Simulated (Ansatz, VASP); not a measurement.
Two plane-wave programs on Hf

```
CELL_PARAMETERS angstrom
-1.76801 1.76801 1.76801
1.76801 -1.76801 1.76801
1.76801 1.76801 -1.76801
ATOMIC_POSITIONS crystal
Hf 0.00000 0.00000 0.00000
```

Alike in both runs: task single point; functional PBEsol; k mesh 18 × 18 × 18; occupations gaussian, width 0.05 eV; no spin polarisation.

|  | VASP | Ansatz |
| --- | --- | --- |
| version | VASP 6.6.1 | Ansatz 0.2.0 |
| potentials or method | VASP PAW PBE potentials, release 64 (Hf_pv) | scalar-relativistic, plane waves, PAW |
| plane-wave cutoff (eV) | 520 | 420 |
| valence electrons in the cell | 10 | 26 |

VASP gave:

- gap on the k mesh at the Fermi level (eV): none
- pressure (GPa): -4.1

Task: Estimate Ansatz's values.

Result: gap on the k mesh at the Fermi level (eV): none; pressure (GPa): -3.8.

A gap of «none» marks a metal or a gap that the smearing closes. With one functional, cell and mesh, what is left measures potentials, basis and numerics. The two sets of potentials don't hold the same shells in valence.

Caveats: the PAW data sets were made with another functional, which shifts forces and pressure a little (VASP). Spin-orbit coupling is left out, which matters for the levels of Hf.
